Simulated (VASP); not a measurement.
Wanted: the native input for a VASP 6.6.1 run.

* Task: single point
* Functional: PBE
* Potentials or basis: VASP PAW PBE potentials, release 64 (As)
* Cutoff: 520 eV
* k mesh: 7 × 7 × 1
* Occupations: fermi-dirac, width 0.05 eV
* Spin: no spin polarisation
* Dipole correction: yes
* Further INCAR settings: ALGO = Normal; EDIFF = 1e-07; NBANDS = 30

The structure of As lies in POSCAR:

```
As
1.0
    3.7594989150      0.0000000000      0.0000000000
    0.0000000000      4.1063207202      0.0000000000
    0.0000000000      0.0000000000     23.5396967320
As
8
Direct
    0.5000000000      0.0727867913      0.3186107317
    0.0000000000      0.6698942804      0.3291588584
    0.0000000000      0.6536804818      0.4360208683
    0.5000000000      0.2507879710      0.4465689950
    0.5000000000      0.2345741724      0.5534310050
    0.0000000000      0.8316816615      0.5639791317
    0.0000000000      0.8154678629      0.6708411416
    0.5000000000      0.4125753521      0.6813892683
```

The slab is cut from a database's or a generator's crystal, which needn't be the stable form of the element.

The cell isn't the ideal one: the (0 1 2) slab of As, cut from the database cell, not relaxed.

The input as run:

INCAR

```
SYSTEM = As
ALGO = Normal
DIPOL = 0.5 0.5 0.500
EDIFF = 1E-7
ENCUT = 520
GGA = PE
IDIPOL = 3
ISIF = 2
ISMEAR = -1
LASPH = .TRUE.
LCHARG = .TRUE.
LDIPOL = .TRUE.
LELF = .TRUE.
LREAL = .FALSE.
LVACPOTAV = .TRUE.
LVHAR = .TRUE.
LWAVE = .FALSE.
NBANDS = 30
NELM = 60
PREC = Accurate
SIGMA = 0.05
```

KPOINTS

```
k-points
0
G
  7 7 1
  0 0 0
```

Potentials or basis: VASP PAW PBE potentials, release 64 (As).

Run with:

```console
$ cat potpaw_PBE.64/As/POTCAR > POTCAR
$ mpirun -np 1 vasp_std > vasp.out
```

It gave:

```yaml
Largest_force: 1.055 eV/Å
Band_gap_on_the_k_mesh: none (metal or under the smearing width)
Work_function_of_the_upper_face: 4.66 eV
Work_function_of_the_lower_face: 4.66 eV
```

Run time: 3.1 min on 1 thread of Intel(R) Xeon(R) 6975P-C (Granite Rapids), with other jobs on the host, peak memory 0.43 GiB.
